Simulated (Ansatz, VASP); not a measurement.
**C: VASP beside Ansatz**

```
C
1.0
    -2.48215    2.48215    2.48215
     2.48215   -2.48215    2.48215
     2.48215    2.48215   -2.48215
C
6
Direct
  0.62500 0.25000 0.87500
  0.87500 0.62500 0.25000
  0.75000 0.62500 0.87500
  0.25000 0.87500 0.62500
  0.87500 0.75000 0.62500
  0.62500 0.87500 0.75000
```

Alike in both runs: task relaxation of cell and atoms; functional PBE; k mesh 6 × 6 × 6; occupations gaussian, width 0.1 eV; no spin polarisation.

|  | VASP | Ansatz |
| --- | --- | --- |
| version | VASP 6.6.1 | Ansatz 0.2.0 |
| potentials or method | VASP PAW PBE potentials, release 64 (C) | scalar-relativistic, plane waves, PAW |
| plane-wave cutoff (eV) | 600 | 420 |
| valence electrons in the cell | 24 | 24 |

```tsv
	VASP	Ansatz	Ansatz less VASP
gap on the k mesh at the Fermi level, each at its own relaxed structure (eV)	none	none	-
relaxed volume (Å³/atom)	9.80	9.80	+0.004
relaxed cell length with the largest relative difference (Å)	4.243	4.244	+0.0006
energy change over the relaxation (meV/atom)	-10	-9	+0.3
```

A gap of «none» marks a metal or a gap that the smearing closes.
